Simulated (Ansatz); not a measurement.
# CuO (Tenorite) under changes of volume

One of the cells (10.135 Å³/atom); the others are scaled copies at fixed shape and fractional positions:

```
Cu O
1.0
     2.34185   -1.71130    0.00000
     2.34185    1.71130    0.00000
    -0.85003    0.00000    5.05787
Cu O
2 2
Direct
  0.50000 0.00000 0.50000
  0.00000 0.50000 0.00000
  0.41840 0.58160 0.75000
  0.58160 0.41840 0.25000
```

- Program: Ansatz 0.2.0
- Functional: revPBE
- Potentials or basis: Ansatz PAW
- Cutoff: 420 eV (not typed: the program's choice for these potentials)
- k mesh: 10 × 10 × 5
- Occupations: fermi-dirac, width 0.05 eV
- Spin: no spin polarisation

```csv
volume (Å³/atom),energy over the lowest point (meV/atom),pressure (GPa),largest force (eV/Å)
9.527,78.87,23.5,0.005
9.730,52.44,18.4,0.073
9.932,32.11,13.9,0.145
10.135,?,?,?
10.338,7.25,6.1,0.271
10.540,1.66,2.8,0.326
10.743,0.00,-0.1,0.377
```

Question: What does the run at 10.135 Å³/atom give?

Answer: Energy over the lowest point 17.24 meV/atom; pressure 9.8 GPa; largest force 0.211 eV/Å.

Worked out: A Birch-Murnaghan fit of order 3 (a polynomial in V^(-2/3)) to the other rows has its minimum at 10.73 Å³/atom with B0 = V·E''(V) = 149 GPa and B' = 4.7 at fixed shape and positions, which overstates the stiffness. It gives 17.23 meV/atom at 10.135 Å³/atom, against the run's 17.24, and -dE/dV = 9.8 GPa, against 9.8.

Energies are extrapolated to zero smearing.

Caveats: the run has no spin polarisation, though such a crystal can be magnetic; the PAW data sets come from PBE, with cores solved anew for the run's functional, which leaves a small shift of forces and pressure.
